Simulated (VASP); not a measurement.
Wanted: the native input for a VASP 6.6.1 run.

```yaml
Task: relaxation of cell and atoms
Functional: PBE
Potentials_or_basis: VASP PAW PBE potentials, release 64 (Ru_pv, S)
Cutoff: 600 eV
k_mesh: 11 × 11 × 11
Occupations: fermi-dirac, width 0.03 eV
Spin: no spin polarisation
Dipole_correction: no
Further_INCAR_settings: ALGO = Fast; EDIFF = 1e-07; IBRION = 2; EDIFFG = -0.005; NSW = 100; ISIF = 3
```

The structure of RuS2 lies in POSCAR:

```
RuS2
1.0
    0.0000000000      2.6515062931      2.6515062931
    2.6515062931      0.0000000000      2.6515062931
    2.6515062931      2.6515062931      0.0000000000
Ru S
1 2
Direct
    0.0000000000      0.0000000000      0.0000000000
    0.2500000000      0.2500000000      0.2500000000
    0.7500000000      0.7500000000      0.7500000000
```

The cell comes from a database or a generator and needn't be the stable form of this composition.

The cell isn't the ideal one: cell and atoms relaxed from a first guess.

These files were run (other wordings do the same):

INCAR

```
ALGO = Fast
EDIFF = 1E-7
EDIFFG = -0.005
ENCUT = 600
GGA = PE
IBRION = 2
ISIF = 3
ISMEAR = -1
LASPH = T
LCHARG = F
LREAL = F
LWAVE = F
NELM = 60
NSW = 100
PREC = Accurate
SIGMA = 0.03
```

KPOINTS

```
k-points
0
Gamma
  11 11 11
```

Potentials or basis: VASP PAW PBE potentials, release 64 (Ru_pv, S).

Command:

```console
$ cat potpaw_PBE.64/Ru_pv/POTCAR potpaw_PBE.64/S/POTCAR > POTCAR
$ mpirun -np 1 vasp_std > vasp.out
```

It gave:

| Item | Value |
| --- | --- |
| Relaxed volume | 15.69 Å³/atom |
| Relaxed cell | a = 4.052 Å, b = 4.052 Å, c = 4.052 Å, α = 60.00°, β = 60.00°, γ = 60.00° |
| Space group after relaxing (to 0.05 Å) | Fm-3m (No. 225) |
| Energy gained by relaxing | 513.7 meV/atom |
| Ionic steps | 5 |
| Pressure after relaxing | 0.0 GPa |
| Band gap on the k mesh | none (metal or under the smearing width) |

Caveat: the volume moved by over 15 % at a fixed basis, so the end points are rough.

Run time: 2.5 min on 1 thread of AMD EPYC 9R45 96-Core Processor (Zen 5), with other jobs on the host, peak memory 0.17 GiB.
